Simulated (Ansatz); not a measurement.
## Sensitivity of the gradients in CaF2 with a Ca vacancy to the input

This input was run with Ansatz:

```yaml
crystal:
  lattice:
    - [0.0, 5.462, 5.462]
    - [5.462, 0.0, 5.462]
    - [5.462, 5.462, 0.0]
  atoms:
    - { symbol: Ca, position: [0.0, 0.0, 0.5] }
    - { symbol: Ca, position: [0.0, 0.5, 0.0] }
    - { symbol: Ca, position: [0.0, 0.5, 0.5] }
    - { symbol: Ca, position: [0.5, 0.0, 0.0] }
    - { symbol: Ca, position: [0.5, 0.0, 0.5] }
    - { symbol: Ca, position: [0.5, 0.5, 0.0] }
    - { symbol: Ca, position: [0.5, 0.5, 0.5] }
    - { symbol: F, position: [0.125, 0.125, 0.125], spin: 0.5 }
    - { symbol: F, position: [0.125, 0.125, 0.625], spin: 0.5 }
    - { symbol: F, position: [0.125, 0.625, 0.125], spin: 0.5 }
    - { symbol: F, position: [0.125, 0.625, 0.625] }
    - { symbol: F, position: [0.625, 0.125, 0.125], spin: 0.5 }
    - { symbol: F, position: [0.625, 0.125, 0.625] }
    - { symbol: F, position: [0.625, 0.625, 0.125] }
    - { symbol: F, position: [0.625, 0.625, 0.625] }
    - { symbol: F, position: [0.375, 0.375, 0.375] }
    - { symbol: F, position: [0.375, 0.375, 0.875] }
    - { symbol: F, position: [0.375, 0.875, 0.375] }
    - { symbol: F, position: [0.375, 0.875, 0.875], spin: 0.5 }
    - { symbol: F, position: [0.875, 0.375, 0.375] }
    - { symbol: F, position: [0.875, 0.375, 0.875], spin: 0.5 }
    - { symbol: F, position: [0.875, 0.875, 0.375], spin: 0.5 }
    - { symbol: F, position: [0.875, 0.875, 0.875], spin: 0.5 }
magnetization:
  spin_polarized: true
kpoints:
  mp_grid: { grid: [3, 3, 3] }
scf:
  occupations: { method: fermi_dirac, width: 0.01 }
  mixing: { algorithm: broyden, beta: 0.05 }
hamiltonian:
  xc: pbe
  pseudopotentials: { kind: paw }
output:
  forces: true
  stress: true
  populations: true
  efg: { quadrupole_moments_barn: { Ca: -0.0408 }, contact_densities: true }
```

```sh
ansatz run input.yaml --threads 1 --pin off --max-ram 3072MiB --backend cpu --events-out ev --progress --plain --runs-dir out
```

It converged. Of its output the block on the nuclei alone is shown, without the SCF iterations, energies, forces and stress (one atom of each set):

```
--- PAW observables at the nuclei: V_zz in 10²¹ V/m², potentials from the cell's mean, atoms counted from 1 ---
  atom   1  Ca V_zz =    -0.471422   η = 0.2278   by run symmetry: allowed   C_q = +0.4651 MHz
            electrostatic potential = -2212.872464 V   contact ρ = 41252.408866 e/Å³   contact ρ_s (e/Å³): all electrons -0.058036, valence -0.060320
  atom   7  Ca V_zz =    -0.000000   η = 0.0000   by run symmetry: forbidden   C_q = +0.0000 MHz
            electrostatic potential = -2212.645199 V   contact ρ = 41252.407512 e/Å³   contact ρ_s (e/Å³): all electrons -0.035433, valence -0.035021
  atom   8  F  V_zz =    +7.451074   η = 0.0000   by run symmetry: allowed
            electrostatic potential = -736.515009 V   contact ρ = 3128.426208 e/Å³   contact ρ_s (e/Å³): all electrons +0.129492, valence +0.456166
  atom  11  F  V_zz =    +0.771880   η = 0.0000   by run symmetry: allowed
            electrostatic potential = -736.391973 V   contact ρ = 3126.738158 e/Å³   contact ρ_s (e/Å³): all electrons +0.017234, valence +0.071736
```

Q: Can these gradients be trusted, and how do they compare with a run on standard settings?

A: They agree with the standard run. Against the standard input the change is `scf.mixing.algorithm`: not typed → broyden; `scf.mixing.beta`: not typed → 0.05. A site carries the number of its first atom; V_zz in 10²¹ V/m².

| site | atom | V_zz standard | η standard | V_zz here | η here |
| --- | --- | --- | --- | --- | --- |
| Ca1 | 1 | -0.47 | 0.23 | -0.47 | 0.23 |
| F8 | 8 | 7.45 | 0.00 | 7.45 | 0.00 |
| F11 | 11 | 0.77 | 0.00 | 0.77 | 0.00 |

All printed values agree. Sites without a gradient aren't listed. Mixing, solver and start steer the path to self-consistency, not the state that is reached here. SCF iterations: 11 and 44. New warnings: stability check not made.

On the reference run: The defect repeats with the cell of 23 atoms, so it feels its images: sites between two images don't show the values beside a lone defect, and zeros or small values of η there can come from the images' arrangement. The defect cell has no gap above 0.1 eV on its mesh, so the values can hang on the smearing and the k-mesh. The neighbours have not yet relaxed around the defect (largest force 0.45 eV/Å), so a real crystal will differ.
